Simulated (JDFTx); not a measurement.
# C (Fd-3m) in JDFTx: notebook

Runs on C. Level: r2SCAN. Tasks: equation of state.

Everything below comes from runs of JDFTx 1.7.0 (patched build). Logs are shortened: lines on timing, memory, paths and dates and some standing lists are left out, and cuts for length are marked. The log counts tension as positive stress, the text compression.

**Measured values to compare with.**

From “Equation of state of cubic boron nitride at high pressures and temperatures”, 2007, arxiv:cond-mat/0702656, for a bulk crystal of C: bulk modulus 444.8 ± 0.8 GPa.

The results are compared with them further down.

## (1) The structure

The structure is cubic, space group Fd-3m (No. 227). The conventional cell has a = 3.567 Å, b = 3.567 Å, c = 3.567 Å, α = 90.00°, β = 90.00°, γ = 90.00°. C (site symmetry -43m) is surrounded by 4 C at 1.54 Å.

This isn't the form of C at room conditions, which is graphite.

## (2) Equation of state, r2SCAN, 5.33 Å³/atom (volume scaled by 0.94)

File C.in:

```
lattice \
    0.0000000000     3.3012844142     3.3012844142 \
    3.3012844142     0.0000000000     3.3012844142 \
    3.3012844142     3.3012844142     0.0000000000
coords-type Lattice
ion C      0.7500000000     0.7500000000     0.7500000000 1
ion C      0.5000000000     0.5000000000     0.5000000000 1

ion-species pseudo/C.upf
elec-cutoff 40 320
elec-ex-corr mgga-x-r2scan mgga-c-r2scan
kpoint-folding 13 13 13
elec-smearing Fermi 0.0018374661
elec-n-bands 9
electronic-SCF nIterations 100 energyDiffThreshold 1e-09
electronic-minimize nIterations 30 energyDiffThreshold 1e-7
forces-output-coords Cartesian

dump-name run.$VAR
dump End Ecomponents EigStats BandEigs Kpoints Forces Stress ElecDensity KEdensity
```

Potentials or basis: SG15-PBE-1.2.

Run with:

```console
> jdftx -c 1 -i C.in -o C.out
```

The program printed:

```text
*************** JDFTx 1.7.0 (patched build) ***************

Input parsed successfully to the following command list (including defaults):
[... the input with its defaults ...]

---------- Setting up symmetries ----------

Found 48 point-group symmetries of the bravais lattice
Found 48 space-group symmetries with basis
Applied RMS atom displacement 0 bohrs to make symmetries exact.

---------- Initializing the Grid ----------
R =
[            0      3.30128      3.30128  ]
[      3.30128            0      3.30128  ]
[      3.30128      3.30128            0  ]
unit cell volume = 71.958
G =
[  -0.951627   0.951627   0.951627  ]
[   0.951627  -0.951627   0.951627  ]
[   0.951627   0.951627  -0.951627  ]
Minimum fftbox size, Smin = [  40  40  40  ]
Chosen fftbox size, S = [  40  40  40  ]

---------- Initializing tighter grid for wavefunction operations ----------
R =
[            0      3.30128      3.30128  ]
[      3.30128            0      3.30128  ]
[      3.30128      3.30128            0  ]
unit cell volume = 71.958
G =
[  -0.951627   0.951627   0.951627  ]
[   0.951627  -0.951627   0.951627  ]
[   0.951627   0.951627  -0.951627  ]
Minimum fftbox size, Smin = [  28  28  28  ]
Chosen fftbox size, S = [  28  28  28  ]

---------- Exchange Correlation functional ----------
Initialized LibXC exchange functional 'Re-regularized SCAN exchange by Furness et al'
Initialized LibXC correlation functional 'Re-regularized SCAN correlation by Furness et al'

---------- Setting up pseudopotentials ----------
Width of ionic core gaussian charges (only for fluid interactions / plotting) set to 0

Reading pseudopotential file 'pseudo/C.upf':
  'C' pseudopotential, 'PBE' functional
  Generated using ONCVPSP code by D. R. Hamann
  4 valence electrons, 0 orbitals, 4 projectors, 602 radial grid points, with lMax = 1
  Core radius for overlap checks: 1.23 bohrs.

Initialized 1 species with 2 total atoms.

Folded 1 k-points by 13x13x13 to 2197 k-points.

---------- Setting up k-points, bands, fillings ----------
Reduced to 84 k-points under symmetry.
Computing the number of bands and number of electrons
Calculating initial fillings.
nElectrons:   8.000000   nBands: 9   nStates: 84

----- Setting up reduced wavefunction bases (one per k-point) -----
average nbasis = 869.594 , ideal nbasis = 869.486

---------- Setting up ewald sum ----------
Optimum gaussian width for ewald sums = 1.499386 bohr.
Real space sum over 1331 unit cells with max indices [  5  5  5  ]
Reciprocal space sum over 2197 terms with max indices [  6  6  6  ]

---------- Allocating electronic variables ----------
Initializing wave functions:  (No orbitals for LCAO)  bandwidth-limited random numbers

Setting the auxilliary hamiltonian equal to the subspace hamiltonian.

-------- Electronic minimization -----------
Will mix electronic and kinetic density at each iteration.
	FillingsUpdate:  mu: +0.860150990  nElectrons: 8.000000
	FillingsUpdate:  mu: +0.550459875  nElectrons: 8.000000
SCF: Cycle:  0   F: -11.252534466063361   dF: -2.733e+00   |Residual|: 1.621e+00   |deigs|: 4.032e-01
	FillingsUpdate:  mu: +0.578696092  nElectrons: 8.000000
SCF: Cycle:  1   F: -11.338096699688869   dF: -8.556e-02   |Residual|: 1.190e+00   |deigs|: 5.368e-02
	FillingsUpdate:  mu: +0.682484472  nElectrons: 8.000000
SCF: Cycle:  2   F: -11.366867958871509   dF: -2.877e-02   |Residual|: 6.642e-01   |deigs|: 1.468e-01
	FillingsUpdate:  mu: +0.648065540  nElectrons: 8.000000
SCF: Cycle:  3   F: -11.373378473577263   dF: -6.511e-03   |Residual|: 7.378e-02   |deigs|: 5.010e-02
	FillingsUpdate:  mu: +0.646218652  nElectrons: 8.000000
SCF: Cycle:  4   F: -11.373422907748946   dF: -4.443e-05   |Residual|: 1.626e-02   |deigs|: 3.563e-03
	FillingsUpdate:  mu: +0.646810200  nElectrons: 8.000000
SCF: Cycle:  5   F: -11.373428021523903   dF: -5.114e-06   |Residual|: 4.986e-03   |deigs|: 1.216e-03
	FillingsUpdate:  mu: +0.646888663  nElectrons: 8.000000
SCF: Cycle:  6   F: -11.373428239378461   dF: -2.179e-07   |Residual|: 4.067e-04   |deigs|: 7.612e-04
	FillingsUpdate:  mu: +0.646897764  nElectrons: 8.000000
SCF: Cycle:  7   F: -11.373428280208310   dF: -4.083e-08   |Residual|: 8.248e-05   |deigs|: 7.419e-04
	FillingsUpdate:  mu: +0.646889586  nElectrons: 8.000000
SCF: Cycle:  8   F: -11.373428281660201   dF: -1.452e-09   |Residual|: 2.494e-05   |deigs|: 6.057e-04
	FillingsUpdate:  mu: +0.646890259  nElectrons: 8.000000
SCF: Cycle:  9   F: -11.373428282157935   dF: -4.977e-10   |Residual|: 5.449e-06   |deigs|: 8.391e-04
	FillingsUpdate:  mu: +0.646890124  nElectrons: 8.000000
SCF: Cycle: 10   F: -11.373428282174388   dF: -1.645e-11   |Residual|: 2.923e-06   |deigs|: 2.874e-04
SCF: Converged (|Delta E|<1.000000e-09 for 2 iters).

Setting wave functions to eigenvectors of Hamiltonian

# Stress tensor in Cartesian coordinates [Eh/a0^3]:
[ -0.000943763            0            0  ]
[            0 -0.000943763            0  ]
[            0            0 -0.000943763  ]

# Ionic positions in lattice coordinates:
ion C   0.750000000000000   0.750000000000000   0.750000000000000 1
ion C   0.500000000000000   0.500000000000000   0.500000000000000 1

# Forces in Cartesian coordinates:
force C  -0.000000000000000   0.000000000000000  -0.000000000000000 1
force C   0.000000000000000   0.000000000000000  -0.000000000000000 1

# Energy components:
   Eewald =      -13.0538235868955663
       EH =        0.9380505085872938
     Eloc =       -4.4908475107330235
      Enl =        0.2943368925484783
      Exc =       -3.5941379586919995
       KE =        8.5329933730104290
-------------------------------------
     Etot =      -11.3734282821743857
       TS =        0.0000000000000013
-------------------------------------
        F =      -11.3734282821743875

IonicMinimize: Iter:   0  F: -11.373428282174388  |grad|_K:  2.595e-35
IonicMinimize: Converged (|grad|_K<1.000000e-04).

Dumping 'run.eigStats' ...
	eMin: -0.337675 at state 0 ( [ +0.000000 +0.000000 +0.000000 ] spin 0 )
	HOMO: +0.532767 at state 0 ( [ +0.000000 +0.000000 +0.000000 ] spin 0 )
	mu  : +0.646890
	LUMO: +0.695065 at state 43 ( [ +0.000000 +0.384615 +0.384615 ] spin 0 )
	eMax: +1.471120 at state 47 ( [ +0.000000 +0.461538 +0.461538 ] spin 0 )
	HOMO-LUMO gap: +0.162297
	Optical gap  : +0.221402 at state 0 ( [ +0.000000 +0.000000 +0.000000 ] spin 0 )
Done!
[note: mu as printed may lie anywhere between the filled and the empty levels]
```

It took 65 s on 1 thread of Arm Neoverse V2, shared host; peak memory 0.07 GiB.

Results:

* Free energy: -309.4867 eV
* Pressure: 27.8 GPa
* Band gap on the k mesh: 4.42 eV, indirect (least direct gap 6.02 eV)

Caveat: the potentials were made for another functional, which shifts forces and pressure; an odd mesh through Γ misses points on the zone boundary, where band edges often lie.

## (3) Equation of state, r2SCAN, 5.44 Å³/atom (volume scaled by 0.96)

Changes to C.in since step 2:

```diff
@@ -1,5 +1,5 @@
 lattice \
-    0.0000000000     3.3012844142     3.3012844142 \
-    3.3012844142     0.0000000000     3.3012844142 \
-    3.3012844142     3.3012844142     0.0000000000
+    0.0000000000     3.3245336620     3.3245336620 \
+    3.3245336620     0.0000000000     3.3245336620 \
+    3.3245336620     3.3245336620     0.0000000000
 coords-type Lattice
@@ -19,2 +19,2 @@
 dump-name run.$VAR
-dump End Ecomponents EigStats BandEigs Kpoints Forces Stress ElecDensity KEdensity
+dump End Ecomponents EigStats BandEigs Kpoints Forces Stress
```

Potentials or basis: SG15-PBE-1.2.

Run with:

```console
> jdftx -c 1 -i C.in -o C.out
```

Run time: 65 s. Hardware: 1 thread of Arm Neoverse V2, shared host; peak memory 0.07 GiB.

Results (log left out):

| Item | Value |
| --- | --- |
| Free energy | -309.5183 eV |
| Pressure | 16.8 GPa |
| Band gap on the k mesh | 4.37 eV, indirect (least direct gap 5.97 eV) |

Caveat: the potentials were made for another functional, which shifts forces and pressure; an odd mesh through Γ misses points on the zone boundary, where band edges often lie.

## (4) Equation of state, r2SCAN, 5.56 Å³/atom (volume scaled by 0.98)

Changes to C.in since step 3:

```diff
@@ -1,5 +1,5 @@
 lattice \
-    0.0000000000     3.3245336620     3.3245336620 \
-    3.3245336620     0.0000000000     3.3245336620 \
-    3.3245336620     3.3245336620     0.0000000000
+    0.0000000000     3.3474622049     3.3474622049 \
+    3.3474622049     0.0000000000     3.3474622049 \
+    3.3474622049     3.3474622049     0.0000000000
 coords-type Lattice
```

Run with:

```console
> jdftx -c 1 -i C.in -o C.out
```

It took 65 s on 1 thread of Arm Neoverse V2, shared host; peak memory 0.08 GiB.

It converged, with:

| Item | Value |
| --- | --- |
| Free energy | -309.5350 eV |
| Pressure | 6.7 GPa |
| Band gap on the k mesh | 4.32 eV, indirect (least direct gap 5.91 eV) |

Caveat: the potentials were made for another functional, which shifts forces and pressure; an odd mesh through Γ misses points on the zone boundary, where band edges often lie.

## (5) Equation of state, r2SCAN, 5.67 Å³/atom

Changes to C.in since step 4:

```diff
@@ -1,5 +1,5 @@
 lattice \
-    0.0000000000     3.3474622049     3.3474622049 \
-    3.3474622049     0.0000000000     3.3474622049 \
-    3.3474622049     3.3474622049     0.0000000000
+    0.0000000000     3.3700808789     3.3700808789 \
+    3.3700808789     0.0000000000     3.3700808789 \
+    3.3700808789     3.3700808789     0.0000000000
 coords-type Lattice
```

Run with:

```console
> jdftx -c 1 -i C.in -o C.out
```

It took 65 s on 1 thread of Arm Neoverse V2, shared host; peak memory 0.08 GiB.

The run converged. Its results:

| Property | Result |
| --- | --- |
| Free energy | -309.5382 eV |
| Pressure | -2.4 GPa |
| Band gap on the k mesh | 4.27 eV, indirect (least direct gap 5.85 eV) |

Caveat: the potentials were made for another functional, which shifts forces and pressure; an odd mesh through Γ misses points on the zone boundary, where band edges often lie.

## (6) Equation of state, r2SCAN, 5.79 Å³/atom (volume scaled by 1.02)

Changes to C.in since step 5:

```diff
@@ -1,5 +1,5 @@
 lattice \
-    0.0000000000     3.3700808789     3.3700808789 \
-    3.3700808789     0.0000000000     3.3700808789 \
-    3.3700808789     3.3700808789     0.0000000000
+    0.0000000000     3.3923999456     3.3923999456 \
+    3.3923999456     0.0000000000     3.3923999456 \
+    3.3923999456     3.3923999456     0.0000000000
 coords-type Lattice
```

Potentials or basis: SG15-PBE-1.2.

Run with:

```console
> jdftx -c 1 -i C.in -o C.out
```

Run time: 66 s. Hardware: 1 thread of Arm Neoverse V2, shared host; peak memory 0.08 GiB.

It converged, with:

| Quantity | Value |
| --- | --- |
| Free energy | -309.5291 eV |
| Pressure | -10.7 GPa |
| Band gap on the k mesh | 4.22 eV, indirect (least direct gap 5.80 eV) |

Caveat: the potentials were made for another functional, which shifts forces and pressure; an odd mesh through Γ misses points on the zone boundary, where band edges often lie.

## (7) Equation of state, r2SCAN, 5.90 Å³/atom (volume scaled by 1.04)

Changes to C.in since step 6:

```diff
@@ -1,5 +1,5 @@
 lattice \
-    0.0000000000     3.3923999456     3.3923999456 \
-    3.3923999456     0.0000000000     3.3923999456 \
-    3.3923999456     3.3923999456     0.0000000000
+    0.0000000000     3.4144291341     3.4144291341 \
+    3.4144291341     0.0000000000     3.4144291341 \
+    3.4144291341     3.4144291341     0.0000000000
 coords-type Lattice
```

Run with:

```console
> jdftx -c 1 -i C.in -o C.out
```

Wall time 66 s (1 thread of Arm Neoverse V2, shared host); peak memory 0.07 GiB.

The run converged. Its results:

```yaml
Free_energy: -309.5087 eV
Pressure: -18.2 GPa
Band_gap_on_the_k_mesh: 4.18 eV, indirect (least direct gap 5.74 eV)
```

Caveat: the potentials were made for another functional, which shifts forces and pressure; an odd mesh through Γ misses points on the zone boundary, where band edges often lie.

## (8) Equation of state, r2SCAN, 6.01 Å³/atom (volume scaled by 1.06)

Changes to C.in since step 7:

```diff
@@ -1,5 +1,5 @@
 lattice \
-    0.0000000000     3.4144291341     3.4144291341 \
-    3.4144291341     0.0000000000     3.4144291341 \
-    3.4144291341     3.4144291341     0.0000000000
+    0.0000000000     3.4361776767     3.4361776767 \
+    3.4361776767     0.0000000000     3.4361776767 \
+    3.4361776767     3.4361776767     0.0000000000
 coords-type Lattice
```

Run with:

```console
> jdftx -c 1 -i C.in -o C.out
```

Wall time 66 s (1 thread of Arm Neoverse V2, shared host); peak memory 0.07 GiB.

It converged, with:

```
Free energy            : -309.4781 eV
Pressure               : -25.1 GPa
Band gap on the k mesh : 4.14 eV, indirect (least direct gap 5.69 eV)
```

Caveat: the potentials were made for another functional, which shifts forces and pressure; an odd mesh through Γ misses points on the zone boundary, where band edges often lie.

## (9) Equation of state, r2SCAN

Potentials or basis: SG15-PBE-1.2.

This step only gathers the single runs of the series.

Results:

| Item | Value |
| --- | --- |
| Equilibrium volume | 5.64 Å³/atom |
| Bulk modulus | 443 GPa |
| Pressure derivative of the bulk modulus | 3.7 |

Energy against volume, from the lowest point:
```tsv
volume (Å³/atom)	energy (meV/atom)
5.332	25.73
5.445	9.94
5.558	1.58
5.672	0.00
5.785	4.58
5.899	14.77
6.012	30.06
```

Caveat: the potentials were made for another functional, which shifts forces and pressure.

## (10) How close it comes

Step 9. Against the measured bulk modulus of C, 444.8 GPa (quoted in “Equation of state of cubic boron nitride at high pressures and temperatures”, 2007, arxiv:cond-mat/0702656), the calculated 443 GPa is off by -0.4 %. 3 values of this kind are on record (442 to 444.8 GPa); this one was drawn at random among those near their median, those with a stated uncertainty first. The fit is for a static lattice scaled at fixed shape and fixed fractional positions.
